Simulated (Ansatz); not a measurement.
`CC1C=CC=C1` → `C1=CCC=C1` + `[CH2]` (triplet) at 600 K and 1 bar (formal loss of a carbene).

Program: Ansatz. Geometries: PBE0-D4/def2-TZVP. ΔE: electronic, gas phase. CCSD(T)/CBS adds triple-zeta CCSD(T) − MP2 to the extrapolated MP2 energy (def2 sets, frozen cores). This one scheme is used for every species. Triplets are unrestricted, without spin–orbit coupling.

```
          species  CCSD(T)/CBS energy (Eh)  H − E (kJ/mol)  S (J/(mol·K))
     `CC1C=CC=C1`               -233.09871           378.2          404.8
      `C1=CCC=C1`               -193.83693           290.4          348.0
`[CH2]` (triplet)                -39.09499            66.5          220.8
```

H − E and S are ideal-gas, rigid-rotor, harmonic terms from PBE0-D4/def2-TZVP, with the whole ground term of open shells counted as degenerate. 1 Eh = 2625.50 kJ/mol, R = 8.31446 J/(mol·K).

Task: By hand: ΔE, ΔH, ΔS and ΔG.

Result: ΔE = (-193.83693) + (-39.09499) − (-233.09871) = 0.16679 Eh = 437.9 kJ/mol. Δ(H − E) = 290.4 + 66.5 − 378.2 = -21.3, so ΔH = 416.6 kJ/mol. ΔS = 348.0 + 220.8 − 404.8 = 164.0 J/(mol·K). ΔG = 416.6 − 600 × (164.0)/1000 = 318.2 kJ/mol.

Task: By hand: the equilibrium constant, and the temperature at which ΔG would vanish if ΔH and ΔS stayed fixed.

Result: log₁₀ K = −ΔG/(RT ln 10) = -27.7. ΔG = 0 at ΔH/ΔS = 2540 K, far beyond where these terms or the molecules hold.

The number of gas molecules changes by +1, which sets the sign of ΔS. A doubt of 5 kJ/mol in ΔE shifts log₁₀ K by 0.4 here. A triplet takes part, so the spin changes. These are equilibria of isolated gas molecules and say nothing of rates. Largest T1 diagnostic: 0.011 (customary marks: 0.02 for closed shells, 0.045 for open ones).
